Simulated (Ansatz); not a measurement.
Base system: AlSb in the zinc blende structure (space group F-43m, No. 216; a = 6.177 Å). Axes: x, y, z lie along the cube axes.

All numbers come from plane-wave PAW DFT at the r2SCAN level (Ansatz, a program for electronic structure, 500 eV), spin-orbit coupling left out.

Strains are applied to the cell and any free atomic positions relax; under biaxial strain the out-of-plane vector relaxes too.

One change was made to it. Results:

The band gap shrinks by 0.35 eV to 1.16 eV; the energy grows by 23 meV/atom.

Name the change that was made.
A) isotropic strain −1.67 %
B) biaxial strain −3.06 %, plane normal [111], relaxed out of plane
C) strain tensor (xx, yy, zz, yz, xz, xy) = (+1.38, −2.31, +0.54, −0.42, −0.06, −1.03) %

B, biaxial strain −3.06 %, plane normal [111], relaxed out of plane. For comparison, the energy relative to the base in the other runs: strain tensor (xx, yy, zz, yz, xz, xy) = (+1.38, −2.31, +0.54, −0.42, −0.06, −1.03) % gives +5.1 meV/atom; isotropic strain −1.67 % gives +14 meV/atom.

With Sb present, leaving out spin-orbit coupling can change the band edges. Whether these cells are dynamically stable was not tested.
